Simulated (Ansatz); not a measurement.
Write the native input for Ansatz 0.2.0 that does the following.

| Property | Result |
| --- | --- |
| Task | single point |
| Functional | PBE |
| Potentials or basis | all-electron LAPW, scalar-relativistic |
| Cutoff | 240 eV (chosen from the basis error) |
| Basis error allowed | 0.001 eV/atom |
| k mesh | 11 × 11 × 11 |
| Occupations | gaussian, width 0.027 eV |
| Spin | no spin polarisation |

Crystal: Ag.

```
CELL_PARAMETERS angstrom
0.00000 2.04275 2.04275
2.04275 0.00000 2.04275
2.04275 2.04275 0.00000
ATOMIC_POSITIONS crystal
Ag 0.00000 0.00000 0.00000
```

One way to write it, as run:

input.yaml

```yaml
crystal:
  lattice:
    - [0.0, 2.04275, 2.04275]
    - [2.04275, 0.0, 2.04275]
    - [2.04275, 2.04275, 0.0]
  atoms:
    - { symbol: Ag, position: [0.0, 0.0, 0.0] }
kpoints:
  mp_grid: { grid: [11, 11, 11] }
scf:
  occupations: { method: gaussian, width: 0.027 }
hamiltonian:
  xc: pbe
  pseudopotentials: { kind: all_electron, lapw: { basis_error: 0.001 } }
output:
  forces: true
  stress: true
  eigenvalues: true
```

Potentials or basis: all-electron LAPW, scalar-relativistic.

The run is started by

```sh
$ ansatz run input.yaml --threads 1 --pin off --max-ram 3072MiB --backend cpu --events-out ev --progress --plain --runs-dir out
```

Results of the run:

The pressure is 4.3 GPa. The band gap on the k mesh is none (metal or under the smearing width).

It took 4.5 s on 1 thread of Arm Neoverse V1, with other jobs on the host, peak memory 0.24 GiB.
